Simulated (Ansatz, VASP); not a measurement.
Two plane-wave programs on Fe

INCAR

```
  PREC = Accurate
  ENCUT = 520
  EDIFF = 1E-8
  ISMEAR = -1
  SIGMA = 0.03
  LREAL = F
  LASPH = T
  NELM = 150
  ALGO = Normal
  ISIF = 2
  LWAVE = F
  LCHARG = F
  ISPIN = 2
  MAGMOM = 3
  LORBIT = 11
  LMAXMIX = 4
  GGA = PE
  LEFG = T
  NBANDS = 14
```

File KPOINTS:

```
Automatic mesh
0
Gamma
  17 17 17
```

The input POSCAR:

```
Fe
1.0
    0.0000000000      1.8636234232      1.8636234232
    1.8636234232      0.0000000000      1.8636234232
    1.8636234232      1.8636234232      0.0000000000
Fe
1
Direct
    0.0000000000      0.0000000000      0.0000000000
```

Input for Ansatz:

```yaml
crystal:
  lattice:
    - [0.0, 1.8636234232, 1.8636234232]
    - [1.8636234232, 0.0, 1.8636234232]
    - [1.8636234232, 1.8636234232, 0.0]
  atoms:
    - { symbol: Fe, position: [0.0, 0.0, 0.0], spin: 3.0 }
magnetization:
  spin_polarized: true
kpoints:
  mp_grid: { grid: [17, 17, 17] }
scf:
  occupations: { method: fermi_dirac, width: 0.03 }
hamiltonian:
  xc: pbe
  pseudopotentials: { kind: paw }
output:
  forces: true
  stress: true
  eigenvalues: true
  efg: { contact_densities: true }
```

Change from the starting cell: volume scaled by 1.06, PAW files.

Alike in both runs: task electric field gradients; functional PBE; k mesh 17 × 17 × 17; occupations fermi-dirac, width 0.03 eV; collinear spin.

```csv
,VASP,Ansatz
version,VASP 6.6.1,Ansatz 0.2.0
potentials or method,"VASP PAW PBE potentials, release 64 (Fe)","PAW with Ansatz's default frozen-core files, scalar-relativistic"
plane-wave cutoff (eV),520,420
valence electrons in the cell,8,16
```

Ansatz gave:

| Item | Value |
| --- | --- |
| pressure (GPa) | -10.3 |
| net moment per atom (μB) | 2.67 |
| size of the moment on the site where the two differ most (μB) | 2.73 |
| Vzz of the field gradient on the site that differs most (V/Å²) | 0.0 |

Task: What did VASP give for the same quantities?

Result: Pressure (GPa): -10.4; net moment per atom (μB): 2.67; size of the moment on the site where the two differ most (μB): 2.68; Vzz of the field gradient on the site that differs most (V/Å²): 0.0.

Site moments also hang on the region over which each program counts them. The two sets of potentials don't hold the same shells in valence.
